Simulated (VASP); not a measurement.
Write the native input for VASP 6.6.1 that does the following.

| Property | Result |
| --- | --- |
| Task | band structure |
| Functional | PBE-EpsX |
| Potentials or basis | VASP PAW PBE potentials, release 64 (Cu, I) |
| Cutoff | 520 eV |
| k mesh | 6 × 6 × 6 |
| Occupations | gaussian, width 0.03 eV |
| Spin | no spin polarisation |
| Grid for exact exchange (PRECFOCK) | Fast |
| Exchange at q = 0 | truncated |
| Share of exact exchange | 0.1508 |
| Further INCAR settings | ALGO = Normal; EDIFF = 1e-07; NBANDS = 16 |

Crystal: CuI (Marshite).

```
CELL_PARAMETERS angstrom
0.00000 2.97300 2.97300
2.97300 0.00000 2.97300
2.97300 2.97300 0.00000
ATOMIC_POSITIONS crystal
Cu 0.25000 0.25000 0.25000
I 0.00000 0.00000 0.00000
```

One way to write it, as run:

POSCAR

```
CuI                                     
1.0
    0.0000000000      2.9729983385      2.9729983385
    2.9729983385      0.0000000000      2.9729983385
    2.9729983385      2.9729983385      0.0000000000
  Cu              I             
     1     1
Direct
     0.2500000000000000    0.2500000000000000    0.2500000000000000
     0.0000000000000000    0.0000000000000000    0.0000000000000000
```

INCAR.step1

```
PREC = Accurate
ENCUT = 520
EDIFF = 1E-8
ISMEAR = 0
SIGMA = 0.03
LREAL = False
LASPH = True
NELM = 80
ALGO = Normal
ISIF = 2
LWAVE = False
LCHARG = False
LMAXMIX = 4
KPAR = 4
GGA = PE
LEPSILON = True
```

KPOINTS.step1

```
Automatic mesh
0
G
  8 8 8
  0 0 0
```

INCAR.step2

```
PREC = Accurate
ENCUT = 520
EDIFF = 1E-5
ISMEAR = 0
SIGMA = 0.03
LREAL = False
LASPH = True
NELM = 80
ALGO = Normal
ISIF = 2
LWAVE = True
LCHARG = False
LMAXMIX = 4
NBANDS = 16
KPAR = 4
GGA = PE
```

KPOINTS.step2

```
Automatic mesh
0
Gamma
  6 6 6
```

INCAR.step3

```
PREC = Accurate
ENCUT = 520
EDIFF = 1E-7
ISMEAR = 0
SIGMA = 0.03
LREAL = False
LASPH = True
NELM = 80
ALGO = Normal
ISIF = 2
LWAVE = False
LCHARG = False
LMAXMIX = 4
GGA = PE
LHFCALC = True
AEXX = 0.1508
PRECFOCK = Fast
HFRCUT = -1
NBANDS = 16
KPAR = 4
ISTART = 1
```

KPOINTS.step3

```
Automatic mesh
0
Gamma
  6 6 6
```

KPOINTS_OPT

```
explicit points
6
Reciprocal
 0.0000000000  0.0000000000  0.0000000000 1
 0.3750000000  0.3750000000  0.7500000000 1
 0.5000000000  0.5000000000  0.5000000000 1
 0.6250000000  0.2500000000  0.6250000000 1
 0.5000000000  0.2500000000  0.7500000000 1
 0.5000000000  0.0000000000  0.5000000000 1
```

Potentials or basis: VASP PAW PBE potentials, release 64 (Cu, I).

Run with:

```console
$ cat potpaw_PBE.64/Cu/POTCAR potpaw_PBE.64/I/POTCAR > POTCAR
$ cp INCAR.step1 INCAR
$ cp KPOINTS.step1 KPOINTS
$ mpirun -np 4 vasp_std > vasp.out
$ cp INCAR.step2 INCAR
$ cp KPOINTS.step2 KPOINTS
$ mpirun -np 4 vasp_std > vasp.out
$ cp INCAR.step3 INCAR
$ cp KPOINTS.step3 KPOINTS
$ mpirun -np 4 vasp_std > vasp.out
```

Results of the run:

* Pressure: 3.0 GPa
* Band gap on the k mesh: 2.54 eV, direct
* Band gap along the path: 2.54 eV, direct

Caveat: the PAW data sets were made with another functional, which shifts forces and pressure a little; spin-orbit coupling is left out, which moves the levels of the heavy elements.

Run time: 7 min on 4 MPI ranks on Intel(R) Xeon(R) 6975P-C (Granite Rapids), with other jobs on the host, peak memory 0.33 GiB a rank.
